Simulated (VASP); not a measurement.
GaP:

```
CELL_PARAMETERS angstrom
0.00000 2.72525 2.72525
2.72525 0.00000 2.72525
2.72525 2.72525 0.00000
ATOMIC_POSITIONS crystal
Ga 0.00000 0.00000 0.00000
P 0.75000 0.75000 0.75000
```

```yaml
Program: VASP 6.6.1
Task: relaxation of cell and atoms
Functional: PBEsol
Dispersion: D4
Potentials_or_basis: VASP PAW PBE potentials, release 64 (Ga_d, P)
Cutoff: 600 eV
k_mesh: 8 × 8 × 8
Occupations: fermi-dirac, width 0.05 eV
Spin: no spin polarisation
```

At the start: pressure -2.4 GPa; volume 20.24 Å³/atom.

Where does the relaxation end?

Over 3 steps the energy falls by 4.3 meV/atom and the volume is 19.68 Å³/atom (-2.8 %); space group F-43m (No. 216, to 0.05 Å).

The path:
```
step  energy change (eV)  largest force (eV/Å)  pressure (GPa)  volume (Å³)
   1              0.0000                0.0000           -2.37        40.48
   2             -0.0059                0.0000            1.42        38.75
   3             -0.0086                0.0000           -0.04        39.35
```

Final structure:
```
Ga P
1.0
     0.00000    2.69975    2.69975
     2.69975    0.00000    2.69975
     2.69975    2.69975    0.00000
Ga P
1 1
Direct
  0.00000 0.00000 0.00000
  0.75000 0.75000 0.75000
```

Caveat: the PAW data sets were made with another functional, which shifts forces and pressure a little.
